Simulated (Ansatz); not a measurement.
## CuO under changes of volume

One of the cells (9.643 Å³/atom); the others are scaled copies at fixed shape and fractional positions:

```
Cu O
1.0
     2.83633    0.00000    0.00000
    -1.41816    2.45633    0.00000
     0.00000    0.00000    2.76811
Cu O
1 1
Cartesian
  0.0000 0.0000 0.0000
  1.4182 0.8188 1.3841
```

Measurements of this composition are mostly on another form, of space group No. 15.

```yaml
Program: Ansatz 0.2.0
Functional: PBE
Potentials_or_basis: Ansatz NC
Cutoff: "1252 eV (not typed: the program's choice for these potentials)"
k_mesh: 11 × 11 × 10
Occupations: fermi-dirac, width 0.05 eV
Spin: no spin polarisation
```

| volume (Å³/atom) | energy over the lowest point (meV/atom) | pressure (GPa) |
| --- | --- | --- |
| 9.064 | 17.92 | 11.4 |
| 9.257 | 7.05 | 6.9 |
| 9.450 | 1.26 | 2.9 |
| 9.643 | 0.00 | -0.6 |
| 9.836 | 2.76 | -3.8 |
| 10.028 | ? | ? |
| 10.221 | 18.65 | -9.1 |

Question: What does the run at 10.028 Å³/atom give?

Answer: Energy over the lowest point 9.11 meV/atom; pressure -6.6 GPa.

Worked out: A Birch-Murnaghan fit of order 3 (a polynomial in V^(-2/3)) to the other rows has its minimum at 9.60 Å³/atom with B0 = V·E''(V) = 170 GPa and B' = 4.7 at fixed shape and positions, which overstates the stiffness. It gives 9.09 meV/atom at 10.028 Å³/atom, against the run's 9.11, and -dE/dV = -6.7 GPa, against -6.6.

Energies are extrapolated to zero smearing.

Caveats: an odd number of electrons without spin polarisation forces a metal; a magnetic or distorted state may lie lower; the run has no spin polarisation, though such a crystal can be magnetic.
